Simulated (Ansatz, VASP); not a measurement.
# Two plane-wave programs on Te2Mo

```
Te Mo
1.0
     3.49394    0.00000    0.00000
    -1.74697    3.02584    0.00000
     0.00000    0.00000   14.00987
Te Mo
4 2
Direct
  0.33333 0.66667 0.62114
  0.66667 0.33333 0.12114
  0.33333 0.66667 0.87886
  0.66667 0.33333 0.37886
  0.33333 0.66667 0.25000
  0.66667 0.33333 0.75000
```

Alike in both runs: functional PBEsol; k mesh 9 × 9 × 2; occupations gaussian, width 0.02 eV; no spin polarisation.

Ansatz relaxed the structure, and its values are those at the end. VASP's run is a single point on that final structure, the one shown.

|  | VASP | Ansatz |
| --- | --- | --- |
| version | VASP 6.6.1 | Ansatz 0.2.0 |
| potentials or method | VASP PAW PBE potentials, release 64 (Te, Mo_sv) | scalar-relativistic, plane waves, PAW |
| plane-wave cutoff (eV) | 520 | 420 |
| valence electrons in the cell | 52 | 92 |

VASP gave:

```
gap on the k mesh at the Fermi level (eV) : 0.79
least direct gap on the mesh (eV)         : 1.09
pressure (GPa)                            : 0.1
rms of the force components (eV/Å)        : 0.014
```

Problem. Estimate Ansatz's values.

Solution. gap on the k mesh at the Fermi level (eV): 0.80; least direct gap on the mesh (eV): 1.09; pressure (GPa): 0.0; rms of the force components (eV/Å): 0.000.

The two sets of potentials don't hold the same shells in valence.

Caveats: the PAW data sets were made with another functional, which shifts forces and pressure a little (VASP); spin-orbit coupling is left out, which moves the levels of the heavy elements; an odd mesh through Γ misses points on the zone boundary, where band edges often lie; this functional lacks dispersion, which binds the layers, so the pressure and a relaxed spacing across them are unreliable.
